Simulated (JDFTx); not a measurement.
# Mg under changes of volume

One of the cells (22.644 Å³/atom); the others are scaled copies at fixed shape and fractional positions:

```
CELL_PARAMETERS angstrom
-1.83599 1.83599 1.67940
1.83599 -1.83599 1.67940
1.83599 1.83599 -1.67940
ATOMIC_POSITIONS crystal
Mg 0.00000 0.00000 0.00000
```

This isn't the form of Mg at room conditions, which is hcp.

* Program: JDFTx 1.7.0 (patched build)
* Functional: PBE
* Potentials or basis: PseudoDojo-SR-PBE-0.5-standard
* Cutoff: 1143 eV
* Density cutoff: 4572 eV
* k mesh: 11 × 11 × 11
* Occupations: fermi-dirac, width 0.05 eV
* Spin: no spin polarisation

```csv
volume (Å³/atom),energy over the lowest point (meV/atom),pressure (GPa)
21.286,16.73,3.2
21.738,8.89,2.3
22.191,3.64,1.4
22.644,0.75,0.6
23.097,0.00,-0.1
23.550,?,?
24.003,4.11,-1.3
```

Problem. What does the run at 23.550 Å³/atom give?

Solution. Energy over the lowest point 1.18 meV/atom; pressure -0.8 GPa.

Worked out: A Birch-Murnaghan fit of order 3 (a polynomial in V^(-2/3)) to the other rows has its minimum at 23.04 Å³/atom with B0 = V·E''(V) = 35 GPa and B' = 4.1 at fixed shape and positions, which overstates the stiffness. It gives 1.18 meV/atom at 23.550 Å³/atom, against the run's 1.18, and -dE/dV = -0.7 GPa, against -0.8.

Energies are extrapolated to zero smearing.
